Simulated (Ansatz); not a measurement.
Crystal: Sn.

```
Sn
1.0
    -2.02919    2.02919    1.66076
     2.02919   -2.02919    1.66076
     2.02919    2.02919   -1.66076
Sn
1
Direct
  0.00000 0.00000 0.00000
```

This isn't the form of Sn at room conditions, which is tetragonal (white tin).

Base run:

* Program: Ansatz 0.2.0
* Functional: PBEsol
* Potentials or basis: all-electron LAPW, scalar-relativistic
* Cutoff: 166 eV (chosen from the basis error)
* Basis error allowed: 0.001 eV/atom
* k mesh: 10 × 10 × 10
* Occupations: gaussian, width 0.05 eV
* Spin: no spin polarisation

Its results: band gap on the k mesh none (metal or under the smearing width); pressure -2.0 GPa.

The run is repeated on the same cell with these changes: functional from PBEsol to BLYP; occupations from gaussian, width 0.05 eV to methfessel-paxton, width 0.1 eV. What comes out?

Band gap on the k mesh none (metal or under the smearing width); pressure 5.5 GPa.
